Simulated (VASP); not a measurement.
# Ge in VASP: notebook

Aim: see how the results for Ge move with the level of theory and the settings. Levels: PBE, HSE06. Tasks: work function.

All numbers are computed with VASP 6.6.1; they aren't measurements. Logs are shortened: lines on timing, memory, paths and dates and some standing lists are left out, and cuts for length are marked.

### Step 1. The sheet as given

The cell holds a sheet with vacuum, 2 atoms: a = 3.980 Å, b = 3.980 Å, c = 16.680 Å, α = 90.00°, β = 90.00°, γ = 120.00°.

The cell was built by a generator and needn't be a form met in nature.

### Step 2. Work function, PBE

File INCAR:

```
SYSTEM = Ge
  PREC = Accurate
  ENCUT = 520
  EDIFF = 1E-7
  ISMEAR = 0
  SIGMA = 0.03
  LREAL = .False.
  LASPH = .True.
  NELM = 80
  ALGO = Normal
  ISIF = 2
  LWAVE = .False.
  LCHARG = .True.
  LDIPOL = .True.
  IDIPOL = 3
  DIPOL = 0.5 0.5 0.500
  GGA = PE
  LVHAR = .True.
  LVACPOTAV = .True.
  KPAR = 4
```

File KPOINTS:

```
regular mesh
0
Gamma
  12 12 1
  0 0 0
```

File POSCAR:

```
Ge                                      
1.0
    3.9800963211     -0.0000000000      0.0000000000
   -1.9900481605      3.4468645262      0.0000000000
    0.0000000000      0.0000000000     16.6800000000
  Ge            
     2
Direct
     0.3333330000000032    0.6666669999999968    0.4811730767343252
     0.6666669999999968    0.3333330000000032    0.5188269232656748
```

Potentials or basis: VASP PAW PBE potentials, release 64 (Ge_d).

On the command line:

```sh
$ cat potpaw_PBE.64/Ge_d/POTCAR > POTCAR
$ mpirun -np 4 vasp_std > vasp.out
```

OUTCAR:

```text
SYSTEM = Ge
   PREC = Accurate
   ENCUT = 520
   EDIFF = 1E-7
   ISMEAR = 0
   LREAL = .False.
   LASPH = .True.
   NELM = 80
   ISIF = 2
   GGA = PE

 ion  position               nearest neighbor table
   1  0.333  0.667  0.481-   2 2.38   2 2.38   2 2.38
   2  0.667  0.333  0.519-   1 2.38   1 2.38   1 2.38

  LATTYP: Found a hexagonal cell.
 ALAT       =     3.9800963211
 C/A-ratio  =     4.1908533498

  Lattice vectors:

 A1 = (   3.9800963211,   0.0000000000,   0.0000000000)
 A2 = (  -1.9900481605,   3.4468645262,   0.0000000000)
 A3 = (   0.0000000000,   0.0000000000,  16.6800000000)

Analysis of symmetry for initial positions (statically):
=====================================================================
 Subroutine PRICEL returns:
 Original cell was already a primitive cell.

 Routine SETGRP: Setting up the symmetry group for a
 hexagonal supercell.

 Subroutine GETGRP returns: Found 12 space group operations
 (whereof 12 operations were pure point group operations)
 out of a pool of 24 trial point group operations.

The static configuration has the point symmetry D_3d.

Analysis of symmetry for dynamics (positions and initial velocities):
=====================================================================
 Subroutine PRICEL returns:
 Original cell was already a primitive cell.

 Routine SETGRP: Setting up the symmetry group for a
 hexagonal supercell.

 Subroutine GETGRP returns: Found 12 space group operations
 (whereof 12 operations were pure point group operations)
 out of a pool of 24 trial point group operations.

The dynamic configuration has the point symmetry D_3d.

 Subroutine INISYM returns: Found 12 space group operations
 (whereof 12 operations are pure point group operations),
 and found     1 'primitive' translations

----------------------------------------------------------------------------------------

                                     Primitive cell

  volume of cell :     228.8305

  direct lattice vectors                    reciprocal lattice vectors
     3.980096321  0.000000000  0.000000000     0.251250201  0.145059371  0.000000000
    -1.990048160  3.446864526  0.000000000     0.000000000  0.290118742  0.000000000
     0.000000000  0.000000000 16.680000000     0.000000000  0.000000000  0.059952038

  length of vectors
     3.980096321  3.980096323 16.680000000     0.290118742  0.290118742  0.059952038

  position of ions in fractional coordinates (direct lattice)
     0.333333000  0.666667000  0.481173077
     0.666667000  0.333333000  0.518826923

  ion indices of the primitive-cell ions
   primitive index   ion index
                 1           1
                 2           2

----------------------------------------------------------------------------------------

 KPOINTS: regular mesh

Automatic generation of k-mesh.
 Grid dimensions read from file:
 generate k-points for:   12   12    1

 Generating k-lattice:

  Cartesian coordinates                     Fractional coordinates (reciprocal lattice)
     0.020937517  0.012088281  0.000000000     0.083333333  0.000000000  0.000000000
     0.000000000  0.024176562  0.000000000     0.000000000  0.083333333  0.000000000
     0.000000000  0.000000000  0.059952038     0.000000000  0.000000000  1.000000000

  Length of vectors
     0.024176562  0.024176562  0.059952038

  Shift w.r.t. Gamma in fractional coordinates (k-lattice)
     0.000000000  0.000000000  0.000000000

 Subroutine IBZKPT returns following result:
 ===========================================

 Found     19 irreducible k-points:

 Following reciprocal coordinates:
            Coordinates               Weight
  0.000000  0.000000  0.000000      1.000000
  0.083333 -0.000000  0.000000      6.000000
  0.166667 -0.000000  0.000000      6.000000
  0.250000 -0.000000  0.000000      6.000000
  0.333333  0.000000  0.000000      6.000000
  0.416667 -0.000000  0.000000      6.000000
[... 11 lines left out ...]
  0.333333  0.250000  0.000000     12.000000
  0.333333  0.333333  0.000000      2.000000
   k-points           NKPTS =     19   k-points in BZ     NKDIM =     19   number of bands    NBANDS=     18
   number of dos      NEDOS =    301   number of ions     NIONS =      2
   total plane-waves  NPLWV = 113400
   dimension x,y,z NGX =    30 NGY =   30 NGZ =  126
   dimension x,y,z NGXF=    60 NGYF=   60 NGZF=  252
   ions per type =               2
   NGX,Y,Z   is equivalent  to a cutoff of  12.53, 12.53, 12.56 a.u.
   NGXF,Y,Z  is equivalent  to a cutoff of  25.06, 25.06, 25.12 a.u.
 SYSTEM =  Ge
   PREC   = accura    normal or accurate (medium, high low for compatibility)
   ISTART =      0    job   : 0-new  1-cont  2-samecut
   ICHARG =      2    charge: 1-file 2-atom 10-const
   ISPIN  =      1    spin polarized calculation?
   LNONCOLLINEAR =      F non collinear calculations
   LSORBIT =      F    spin-orbit coupling
   LASPH  =      T    aspherical Exc in radial PAW
   ENCUT  =  520.0 eV  38.22 Ry    6.18 a.u.   7.40  7.40 31.01*2*pi/ulx,y,z
   NELM   =     80;   NELMIN=  2; NELMDL= -5     # of ELM steps
   EDIFF  = 0.1E-06   stopping-criterion for ELM
   LREAL  =      F    real-space projection
   EDIFFG = 0.1E-05   stopping-criterion for IOM
   NSW    =      0    number of steps for IOM
   IBRION =     -1    ionic relax: 0-MD 1-quasi-New 2-CG
   NFREE  =      0    steps in history (QN), initial steepest desc. (CG)
   ISIF   =      2    stress and relaxation
   ISYM   =      2    0-nonsym 1-usesym 2-fastsym
   POTIM  = 0.5000    time-step for ionic-motion
   TEBEG  =    0.0;   TEEND  =   0.0 temperature during run
   PSTRESS=    0.0 pullay stress
   NELECT =      28.0000    total number of electrons
   NUPDOWN=      -1.0000    fix difference up-down
   EMIN   =  10.00;   EMAX   =-10.00  energy-range for DOS
   EFERMI =   0.00;   METHOD = LEGACY
   ISMEAR =     0;   SIGMA  =   0.03  broadening in eV -4-tet -1-fermi 0-gaus
   EFERMI_NEDOS =   21; number of points for ismear=-14 and -15
   IALGO  =     38    algorithm
   IMIX   =      4    mixing-type and parameters
     AMIX     =   0.40;   BMIX     =  1.00
     AMIX_MAG =   1.60;   BMIX_MAG =  1.00
  volume/ion in A,a.u.               =     114.42       772.11
  Fermi-wavevector in a.u.,A,eV,Ry     =   0.812749  1.535872  8.987468  0.660560
  Thomas-Fermi vector in A             =   1.922348
   LORBIT       =      0    0 simple, 1 ext, 2 COOP (PROOUT), +10 PAW based schemes
   GGA     = PE    functional components
   LHFCALC =     F    Hartree Fock is set to
   AEXX    =    0.0000 exact exchange contribution
   IVDW    =     0    specifies the selected vdW correction
   LEPSILON=     F    determine dielectric tensor
   LRPA    =     F    only Hartree local field effects (RPA)
 non-spin polarized calculation
 Gauss-broadening in eV      SIGMA  =   0.03
  energy-cutoff  :      520.00
  volume of cell :      228.83
 maximum number of plane-waves:      6197
 NGX is ok and might be reduce to    30
   NGX = 15   NGY = 15   NGZ = 63

 number of electron      28.0000027 magnetization

 dipolmoment           0.000000      0.000000     -0.000000 electrons x Angstroem

 Free energy of the ion-electron system (eV)
  ---------------------------------------------------
  ext. energy  EPLUGINS =         0.00000000
  ---------------------------------------------------
  free energy    TOTEN  =        -8.05384742 eV

  energy without entropy =       -8.05337726  energy(sigma->0) =       -8.05361234

 E-fermi :  -2.6276     XC(G=0):  -2.7529

 val. band max:       -2.6276528011   @ k =   0.3333   0.3333   0.0000
 cond. band min:      -2.6276221566   @ k =   0.3333   0.3333   0.0000
 fundamental gap:      0.0000306445
 Fermi energy:        -2.6276374789

 k-point     1 :       0.0000    0.0000    0.0000
  band No.  band energies     occupation
      1     -27.2289      2.00000
      2     -27.2289      2.00000
      3     -27.1763      2.00000
      4     -27.1763      2.00000
      5     -27.1754      2.00000
      6     -27.0772      2.00000
[... 10 lines left out ...]
     17       1.2757      0.00000
     18       1.2757      0.00000

 k-point     2 :       0.0833   -0.0000    0.0000
  band No.  band energies     occupation
      1     -27.2341      2.00000
      2     -27.2334      2.00000
      3     -27.1855      2.00000
      4     -27.1710      2.00000
      5     -27.1625      2.00000
      6     -27.0731      2.00000
[... 10 lines left out ...]
     17       1.1902      0.00000
     18       1.5840      0.00000

 k-point     3 :       0.1667   -0.0000    0.0000
  band No.  band energies     occupation
      1     -27.2440      2.00000
      2     -27.2424      2.00000
      3     -27.1950      2.00000
      4     -27.1601      2.00000
      5     -27.1475      2.00000
      6     -27.0621      2.00000
[... 10 lines left out ...]
     17       1.5185      0.00000
     18       2.0104      0.00000

 k-point     4 :       0.2500   -0.0000    0.0000
  band No.  band energies     occupation
      1     -27.2520      2.00000
      2     -27.2509      2.00000
      3     -27.2058      2.00000
      4     -27.1498      2.00000
      5     -27.1362      2.00000
      6     -27.0484      2.00000
[... 10 lines left out ...]
     17       1.8297      0.00000
     18       2.4243      0.00000

 k-point     5 :       0.3333    0.0000    0.0000
  band No.  band energies     occupation
      1     -27.2570      2.00000
      2     -27.2553      2.00000
      3     -27.2171      2.00000
      4     -27.1430      2.00000
      5     -27.1309      2.00000
      6     -27.0416      2.00000
[... 10 lines left out ...]
     17       2.0003      0.00000
     18       3.0061      0.00000

 k-point     6 :       0.4167   -0.0000    0.0000
  band No.  band energies     occupation
      1     -27.2605      2.00000
      2     -27.2543      2.00000
      3     -27.2274      2.00000
      4     -27.1400      2.00000
      5     -27.1302      2.00000
      6     -27.0422      2.00000
[... 10 lines left out ...]
     17       2.4903      0.00000
     18       3.6699      0.00000

 k-point     7 :       0.5000   -0.0000    0.0000
  band No.  band energies     occupation
      1     -27.2616      2.00000
      2     -27.2525      2.00000
      3     -27.2324      2.00000
      4     -27.1393      2.00000
      5     -27.1305      2.00000
      6     -27.0428      2.00000
[... 10 lines left out ...]
     17       2.9295      0.00000
     18       3.7447      0.00000

 k-point     8 :       0.0833    0.0833    0.0000
  band No.  band energies     occupation
      1     -27.2411      2.00000
      2     -27.2404      2.00000
      3     -27.1920      2.00000
      4     -27.1648      2.00000
      5     -27.1496      2.00000
      6     -27.0658      2.00000
[... 10 lines left out ...]
     17       1.0320      0.00000
     18       1.9293      0.00000
[... 124 lines left out ...]
     17       2.1060      0.00000
     18       2.7541      0.00000

 k-point    15 :       0.3333    0.1667    0.0000
  band No.  band energies     occupation
      1     -27.2799      2.00000
      2     -27.2438      2.00000
      3     -27.2287      2.00000
      4     -27.1395      2.00000
      5     -27.1012      2.00000
      6     -27.0513      2.00000
[... 10 lines left out ...]
     17       2.5403      0.00000
     18       2.9352      0.00000

 k-point    16 :       0.4167    0.1667    0.0000
  band No.  band energies     occupation
      1     -27.2824      2.00000
      2     -27.2412      2.00000
      3     -27.2328      2.00000
      4     -27.1364      2.00000
      5     -27.1037      2.00000
      6     -27.0483      2.00000
[... 10 lines left out ...]
     17       2.4665      0.00000
     18       3.6110      0.00000

 k-point    17 :       0.2500    0.2500    0.0000
  band No.  band energies     occupation
      1     -27.2837      2.00000
      2     -27.2430      2.00000
      3     -27.2276      2.00000
      4     -27.1398      2.00000
      5     -27.0826      2.00000
      6     -27.0633      2.00000
[... 10 lines left out ...]
     17       2.4433      0.00000
     18       2.5481      0.00000

 k-point    18 :       0.3333    0.2500    0.0000
  band No.  band energies     occupation
      1     -27.2899      2.00000
      2     -27.2390      2.00000
      3     -27.2327      2.00000
      4     -27.1347      2.00000
      5     -27.0793      2.00000
      6     -27.0583      2.00000
[... 10 lines left out ...]
     17       2.3450      0.00000
     18       3.4962      0.00000

 k-point    19 :       0.3333    0.3333    0.0000
  band No.  band energies     occupation
      1     -27.2936      2.00000
      2     -27.2357      2.00000
      3     -27.2357      2.00000
      4     -27.1324      2.00000
      5     -27.0633      2.00000
      6     -27.0633      2.00000
[... 10 lines left out ...]
     17       3.8493      0.00000
     18       3.8493      0.00000

------------------------ aborting loop because EDIFF is reached ----------------------------------------

  FORCE on cell =-STRESS in cart. coord.  units (eV):
  Direction    XX          YY          ZZ          XY          YZ          ZX
  --------------------------------------------------------------------------------------
  -------------------------------------------------------------------------------------
  Total        1.1256578      1.1256578      0.1513638      0.0000000      0.0000000     -0.0000000
  in kB        7.8813958      7.8813958      1.0597872      0.0000000      0.0000000     -0.0000000
  external PRESSURE =       5.6075263 kB  Pullay stress =       0.0000000 kB

 VOLUME and BASIS-vectors are now :
 -----------------------------------------------------------------------------
  energy-cutoff  :      520.00
  volume of cell :      228.83
      direct lattice vectors                 reciprocal lattice vectors
     3.980096321  0.000000000  0.000000000     0.251250201  0.145059371  0.000000000
    -1.990048160  3.446864526  0.000000000     0.000000000  0.290118742  0.000000000
     0.000000000  0.000000000 16.680000000     0.000000000  0.000000000  0.059952038

 POSITION                                       TOTAL-FORCE (eV/Angst)
 -----------------------------------------------------------------------------------
     -0.00000      2.29791      8.02597        -0.000000     -0.000000     -0.261272
      1.99005      1.14895      8.65403         0.000000      0.000000      0.261272
 -----------------------------------------------------------------------------------
    total drift:                               -0.000000      0.000000      0.000000

  FREE ENERGIE OF THE ION-ELECTRON SYSTEM (eV)
  ---------------------------------------------------
  free  energy   TOTEN  =        -8.0538474214 eV

  energy  without entropy=       -8.0533772636  energy(sigma->0) =       -8.05361234

 vacuum level on the upper side and lower side of the slab         1.816         1.816
```

Run time: 22 s. Hardware: 4 MPI ranks of Intel Xeon 6975P-C (Granite Rapids), shared host; peak memory 0.36 GiB.

What came out:

```
Free energy                     : -8.0538 eV
Largest force                   : 0.261 eV/Å
Band gap on the k mesh          : none (metal or under the smearing width)
Work function of the upper face : 4.44 eV
Work function of the lower face : 4.44 eV
```

Forces in eV/Å, atoms in the order of the input:
```
Ge   0.000  0.000 -0.261
Ge   0.000  0.000  0.261
```

(Continued in part 2 of 2.)
